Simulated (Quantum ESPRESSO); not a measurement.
Runs of Quantum ESPRESSO 7.5 on Cl. Symmetry: Cmce, No. 64, orthorhombic system. Conventional cell: a = 6.290 Å, b = 4.500 Å, c = 8.210 Å, α = 90.00°, β = 90.00°, γ = 90.00°. Around Cl (site symmetry m) lie 1 Cl at 2.02 Å. 

```csv
level,potentials or basis,cutoff (eV),form of the LDA correlation,pressure (GPa),largest force (eV/Å)
BLYP,PseudoDojo 0.4.1 SR PBE standard,789,-,(a),0.61
PBEsol,PseudoDojo 0.4.1 SR PBEsol standard,789,-,-0.9,0.19
LDA,PseudoDojo 0.4.1 SR LDA standard,762,PW92,(b),0.21
WC,PseudoDojo 0.4.1 SR PBE standard,789,-,-0.5,0.13
AM05,PseudoDojo 0.4.1 SR PBE standard,789,-,-0.2,0.29
```

Alike in all rows: task dielectric tensor; no spin polarisation; cell as given; k mesh 6 × 6 × 2, shifted; smearing fermi-dirac 0.05 eV.

**Question.** Fill in the values left out.

**Answer.** (a) 2.5; (b) -2.5.

Caveats: the potentials were made for another functional, which shifts forces and pressure (some runs).

Runs at the PBE level aren't shown here.
